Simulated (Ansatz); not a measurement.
Lu, diamond: how the functional moves the structure

All rows: Ansatz, plane waves with scalar-relativistic PAW, 420 eV (500 eV for the SCAN forms), relaxed under each functional, no dispersion correction, no zero-point motion. B₀ comes from uniform scaling at fixed shape; a dash is a value not given.

| functional | V (Å³/atom) | cell | B₀ (GPa) | magnetic state | ΔE to hcp (meV/atom) |
| --- | --- | --- | --- | --- | --- |
| PBE | 50.73 | a = 7.404 Å | 12 | spin not included | 2003 |
| r²SCAN | 49.95 | a = 7.365 Å | 11 | spin not included | 2232 |
| PBEsol | 46.19 | a = 7.176 Å | 11 | spin not included | 2121 |
| LDA | 40.96 | a = 6.894 Å | - | spin not included | 2133 |
| RPBE | 54.27 | a = 7.572 Å | 12 | spin not included | 1946 |
| BLYP | 55.22 | a = 7.616 Å | - | spin not included | 1624 |

**Question.** What does revPBE give?

**Answer.** V (Å³/atom): 53.18; cell: a = 7.521 Å; B₀ (GPa): 12; magnetic state: spin not included; ΔE to hcp (meV/atom): 1961.
